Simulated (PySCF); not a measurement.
# Checking a proposed structure

A compound C₄H₁₀O gives the data below (simulated from a calculation) and was assigned the structure `COC(C)C`.

13C{1H} NMR (computed): δ 70.6 (C), 33.1 (CH3, 3C).

1H NMR (600 MHz, computed): δ 1.23 (s, 9H), 0.21 (br s, 1H).

PySCF calculation with geometry from GFN2-xTB, B3LYP/pcJ-1 coupling constants (without the spin–dipole term) and NMR shieldings at PBE0/pcSseg-1/GIAO; rapidly exchanging positions averaged, non-relativistic, no solvent, single conformer.

Shifts are taken against calculated references (same method and geometry level): 1H (σref 31.72) and 13C (σref 186.93) vs TMS.

**Question.** Compare with the shifts computed for the proposed structure, pairing carbons in order of shift.

**Answer.** Atom-mapped SMILES (the numbers label the heavy atoms): `[CH3:1][O:2][CH:3]([CH3:4])[CH3:5]`; H(Xn) means a hydrogen on atom n.

| atom | computed for proposal | given list | difference |
| --- | --- | --- | --- |
| C3 | 77.4 | 70.6 | +6.8 |
| C1 | 58.5 | 33.1 | +25.4 |
| C4 | 23.5 | 33.1 | -9.6 |
| C5 | 23.5 | 33.1 | -9.6 |

The rms difference is 14.8 ppm and the largest +25.4 ppm at C1 (methyl carbon bonded to O). The proposal also would give 3 carbon signals, not 2. The carbon types in order of shift don't match either: CH, CH3, CH3, CH3 for the proposal against C, CH3, CH3, CH3 in the data. The proposal doesn't fit.

**Question.** Which isomer fits?

**Answer.** `CC(C)(C)O`.

1. Carbon types of the structure: 1 × C, 3 × CH3, leaving 1 H on heteroatoms.
2. δC 70.6: fully substituted sp3 carbon bonded to O; deshielded by the electronegative neighbour.
3. δC 33.1: methyl carbon; a saturated carbon with 1 carbon neighbour and no heteroatom attached.
4. δH 1.23: hydrogen on a methyl carbon.
5. δH 0.21: hydrogen on an alcohol oxygen; exchangeable, gas-phase position.

Other isomers checked: CCCOC (rms 18.7 ppm).

The shifts were computed for this structure.

Exchangeable OH/NH protons stand at their gas-phase positions; hydrogen bonding in a real sample shifts them, mostly to higher δ. Shifts are as computed. Against solution values, carbons near 30 ppm lie about +3 ppm off and those near 130 ppm about +5 ppm. Of 1211 compounds with measured shifts, 218 miss one by over three times the rms of a fit or turn the order of signals round; such compounds aren't used in these exercises.
